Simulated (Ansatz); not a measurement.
# WC: the cost of one run

Computed with Ansatz 0.2.0 (DFT PBEsol, scalar-relativistic, plane waves, PAW, unless a step's input says otherwise).

2 further runs of the same task are left out: 2 set aside as unsound or not needed.

## (1) Starting point

The structure is cubic, space group Fm-3m (No. 225). The conventional cell has a = 4.376 Å, b = 4.376 Å, c = 4.376 Å, α = 90.00°, β = 90.00°, γ = 90.00°. Ta (site symmetry m-3m) is surrounded by 6 N at 2.19 Å. Around N (site symmetry m-3m) lie 6 Ta at 2.19 Å.

Coordinates:

```cif
data_structure
_symmetry_space_group_name_H-M 'Fm-3m'
_symmetry_Int_Tables_number 225
_cell_length_a 4.3757
_cell_length_b 4.3757
_cell_length_c 4.3757
_cell_angle_alpha 90.000
_cell_angle_beta 90.000
_cell_angle_gamma 90.000
_cell_volume 83.78
loop_
_atom_site_label
_atom_site_type_symbol
_atom_site_symmetry_multiplicity
_atom_site_Wyckoff_symbol
_atom_site_fract_x
_atom_site_fract_y
_atom_site_fract_z
_atom_site_occupancy
Ta1 Ta 4 b 0.50000 0.00000 0.00000 1
N1 N 4 a 0.00000 0.00000 0.00000 1
```

This cell was relaxed beforehand with the same method: volume 10.47 Å³/atom, gap on the mesh none (metal).

## (2) Swap N → C, Ta → W

The start of WC: fractional positions of relaxed TaN, cell scaled by 0.992, a guess from tabulated radii.

## (3) A first look at the start (WC)

File input.yaml:

```yaml
crystal:
  lattice:
    - [0.0, 2.1697819421, 2.1697819421]
    - [2.1697819421, 0.0, 2.1697819421]
    - [2.1697819421, 2.1697819421, 0.0]
  atoms:
    - { symbol: W, position: [0.5, 0.5, 0.5] }
    - { symbol: C, position: [0.0, 0.0, 0.0] }
basis:
  ecutwfc: 420
kpoints:
  mp_grid: { grid: [8, 8, 8] }
hamiltonian:
  xc: pbesol
scf:
  occupations: { method: gaussian, width: 0.1 }
output:
  forces: true
  stress: true
  eigenvalues: true
```

The run is started by

```sh
ansatz run input.yaml --threads 1 --pin off --max-ram 2560MiB --backend cpu --events-out ev --progress --plain --runs-dir out
```

**Question.** How long does this run take on 1 thread of Oxide Virtual Turin-like (Zen 5), shared host, and how much memory does it need?

About 1.6 s, with a peak of 0.31 GiB.
